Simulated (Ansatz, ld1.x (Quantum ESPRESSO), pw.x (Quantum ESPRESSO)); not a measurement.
# Ga: one change to the PAW potential, in the atom and in the sc crystal

gallium, PAW, made with ld1.x (Quantum ESPRESSO) 7.5 (PBE, scalar-relativistic). Core [Ar] 3d10, reference 4s2 4p1. Waves: 4s (bound): rcut 1.50, rcutus 1.95 bohr; 4s channel at 1.7 Ry: rcut 1.50, rcutus 1.95 bohr; 4p (bound): rcut 2.25, rcutus 2.60 bohr; 4p channel at 0.15 Ry: rcut 2.25, rcutus 2.60 bohr; 4d channel at 0.5 Ry: rc 2.70 bohr. Local part: the d channel. Core correction: none. Augmentation charge: PSQ, inside the norm-conserving radii.

Change: core correction a·sin(br)/r model core inside 1.54 bohr.

Cutoffs, loose and tight: the cutoffs (Ry, on a coarse ladder) from which the occupation-weighted sum of valence levels, in a spherical-Bessel basis at the reference potential, stays within 10 and 1 mRy of its value at 400 Ry. They do not see the model core or the augmentation charge, which bear on the density cutoff. Test errors are all-electron minus pseudo excitation energies from the reference, over the configurations 4s2 4p0; 4s1 4p0; 4s2 4p0.5; 4s1 4p2; 4s1 4p1; 4s2 4p1.3; 4s0 4p3; variants that change the core or the reference have their own tests.

Crystal test: sc Ga in pw.x 7.5, no spin, 12³ k-points, Fermi–Dirac smearing 0.01 Ry, cutoffs set for each file from its atomic test. The reference is all-electron LAPW (Ansatz 0.2.0) with the same functional, mesh and smearing; V0 and B0 come from Birch–Murnaghan fits to the pressures at five volumes. Errors are pseudo minus all-electron; Δ is the rms difference of the E(V) curves that follow from these fits, minima aligned, over ±6 % about the mean V0. Mesh and smearing are coarse, so the numbers serve the comparison and aren't converged zero-temperature values; the lattice is a test structure that the element need not adopt.

All-electron: a0 = 2.721 Å (V0 = 20.14 Å³/atom), B0 = 47.8 GPa.

Q: Does the change bring the crystal closer to the all-electron result?

A: The mean pressure error goes from +0.35 to +0.28 GPa, so the change moves the solid closer to the all-electron pressures.

```csv
quantity,base,changed
outcome (atom),generated,generated
"cutoff, loose (atom)",6 Ry,6 Ry
"cutoff, tight (atom)",10 Ry,10 Ry
bound ghosts (atom),none,none
largest test error (meV) (atom),-177 over the solved tests; test run stopped at test 7 of 7 (negative rho),-204 over the solved tests; test run stopped at test 7 of 7 (negative rho)
cutoffs in pw.x (Ry),40/320,40/320
a0 (Å),2.728,2.726
a0 error (%),+0.26,+0.20
B0 error (%),+0.4,+1.1
Δ (meV/atom),1.6,1.3
mean pressure error (GPa),+0.35,+0.28
```

Base: The largest radius (2.70 bohr) exceeds half the bond length (2.58 bohr), so the spheres overlap, which is one possible source of error among others. Atomic configuration tests: test run stopped at test 7 of 7 (negative rho). Changed file: The largest radius (2.70 bohr) exceeds half the bond length (2.58 bohr), so the spheres overlap, which is one possible source of error among others. Atomic configuration tests: test run stopped at test 7 of 7 (negative rho). The atomic cutoffs weigh occupied waves only.
